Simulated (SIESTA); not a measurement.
Runs of SIESTA 5.4.2 on Au. The structure is cubic, space group Fm-3m (No. 225). The conventional cell has a = 4.070 Å, b = 4.070 Å, c = 4.070 Å, α = 90.00°, β = 90.00°, γ = 90.00°. Au (site symmetry m-3m) is surrounded by 12 Au at 2.88 Å. 

| task | level | potentials or basis | spin | U | cell | k mesh | hubbard projector method | broadening (eV) | window from (eV) | window to (eV) | energy points | energy shift | other keys | gap on the mesh (eV) | pressure (GPa) |
| --- | --- | --- | --- | --- | --- | --- | --- | --- | --- | --- | --- | --- | --- | --- | --- |
| band structure | WC | PseudoDojo 0.4 standard (PBEsol files), DZ (energy shift 0.002 Ry) | off | - | volume scaled by 1.25 | 11 × 11 × 11 | - | - | - | - | - | 0.002 Ry | - | none | -20.8 |
| band structure | PBE | SPMS 1.0 (PBE files) or PseudoDojo by element, DZP (energy shift 0.002 Ry) | off | - | as given | 11 × 11 × 11 | - | - | - | - | - | 0.002 Ry | - | none | 12.8 |
| density of states | SOGGA+U | PseudoDojo 0.4 standard (PBEsol files), DZ (energy shift 0.015 Ry) | off | Au d U = 5.3 eV | volume scaled by 0.8 | 11 × 11 × 11 | 1 | 0.05 eV | -10 eV | 10 eV | 201 | 0.015 Ry | splitnorm = 0.05; shift = 0.015 | none | (a) |
| single point | optB88-vdW | PseudoDojo 0.4 standard (PBE files, fully relativistic), DZP (energy shift 0.01 Ry) | non-collinear, random start, SOC | - | as given | 8 × 8 × 8 | - | - | - | - | - | 0.01 Ry | - | none | - |
| band structure | RPBE | PseudoDojo 0.4 standard (PBE files), DZP (energy shift 0.002 Ry) | off | - | as given | 11 × 11 × 11 | - | - | - | - | - | 0.002 Ry | - | none | 16.3 |

Alike in all rows: smearing fermi-dirac 0.05 eV; grid cutoff 800 Ry.

Problem. Fill in the values left out.

Solution. (a) 43.8.

Caveats: semicore shells carry a single zeta, which can move pressures by several GPa and volumes by a few percent; the basis of atomic orbitals isn't converged, which shifts pressures, moduli and gaps; the potentials were made for another functional, which shifts forces and pressure (some runs); spin-orbit coupling is left out, which moves the levels of the heavy elements (some runs); the basis has no polarisation orbitals (some runs); the valence orbitals were made in a potential fitted to the semicore shell under them, which widens gaps by tenths of an eV or more (some runs); U without spin polarisation on a metal has little footing (some runs).

A k mesh can miss the band edges, and rows without SOC leave out spin-orbit coupling on Au.

A gap of «none» marks a metal or a gap under the smearing width.
